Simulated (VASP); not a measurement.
Input of a VASP 6.6.1 run:

INCAR

```
PREC = Accurate
ENCUT = 900
EDIFF = 1E-6
ISMEAR = 0
SIGMA = 0.1
LREAL = F
LASPH = T
NELM = 80
ALGO = Fast
ISIF = 2
LWAVE = F
LCHARG = F
GGA = PS
NBANDS = 11
```

Contents of KPOINTS:

```
regular mesh
0
Gamma
  18 18 18
```

The input POSCAR:

```
Pd
1.0
    0.0000000000      1.9362400000      1.9362400000
    1.9362400000      0.0000000000      1.9362400000
    1.9362400000      1.9362400000      0.0000000000
Pd
1
Direct
    0.0000000000      1.0000000000      1.0000000000
```

Potentials or basis: VASP PAW PBE potentials, release 64 (Pd).

The run is started by

```bash
$ cat potpaw_PBE.64/Pd/POTCAR > POTCAR
$ mpirun -np 1 vasp_std > vasp.out
```

(1) Estimate the pressure.

(2) Estimate the band gap on the k mesh.

## Answers

(1) 0.1 GPa.

(2) none (metal or under the smearing width).

Caveat: the PAW data sets were made with another functional, which shifts forces and pressure a little.
